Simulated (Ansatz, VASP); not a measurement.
Given: the input of a run of VASP 6.6.1 on HfC.

Contents of INCAR:

```
SYSTEM = HfC
PREC = Accurate
ENCUT = 520
EDIFF = 1E-6
ISMEAR = -1
SIGMA = 0.05
LREAL = .FALSE.
LASPH = .TRUE.
NELM = 100
ALGO = Normal
ISIF = 2
LWAVE = .FALSE.
LCHARG = .FALSE.
GGA = CA
NBANDS = 14
```

File KPOINTS:

```
Automatic mesh
0
G
  10 10 10
  0 0 0
```

File POSCAR:

```
HfC
1.0
    0.0000000000      2.3250000000      2.3250000000
    2.3250000000      0.0000000000      2.3250000000
    2.3250000000      2.3250000000      0.0000000000
Hf C
1 1
Direct
    0.5000000000      0.5000000000      0.5000000000
    0.0000000000      0.0000000000      0.0000000000
```

Potentials or basis: VASP PAW LDA potentials, release 64 (Hf_pv, C).

The run is started by

```console
$ cat potpaw_LDA.64/Hf_pv/POTCAR potpaw_LDA.64/C/POTCAR > POTCAR
$ mpirun -np 1 vasp_std > vasp.out
```

Task: Translate it to Ansatz 0.2.0. Potentials there: all-electron LAPW, scalar-relativistic.

Result: As run (the cutoff follows the program's own potentials):

Contents of input.yaml:

```yaml
crystal:
  lattice:
    - [0.0, 2.325, 2.325]
    - [2.325, 0.0, 2.325]
    - [2.325, 2.325, 0.0]
  atoms:
    - { symbol: Hf, position: [0.5, 0.5, 0.5] }
    - { symbol: C, position: [0.0, 0.0, 0.0] }
kpoints:
  mp_grid: { grid: [10, 10, 10] }
scf:
  occupations: { method: fermi_dirac, width: 0.05 }
hamiltonian:
  xc: lda
  pseudopotentials: { kind: all_electron, lapw: { basis_error: 0.001 } }
output:
  forces: true
  stress: true
  eigenvalues: true
```

Potentials or basis: all-electron LAPW, scalar-relativistic.

Run with:

```sh
$ ansatz run input.yaml --threads 1 --pin off --max-ram 3072MiB --backend cpu --events-out ev --progress --plain --runs-dir out
```

Both were run:

|  | VASP | Ansatz | Ansatz less VASP |
| --- | --- | --- | --- |
| gap on the k mesh at the Fermi level (eV) | none | none | - |
| pressure (GPa) | -11.6 | -11.8 | -0.21 |

A gap of «none» marks a metal or a gap that the smearing closes. Ansatz ran all-electron here, so the differences hold the error of VASP's frozen core and of both bases.

The runs have no spin-orbit coupling, so splittings on Hf are missing.
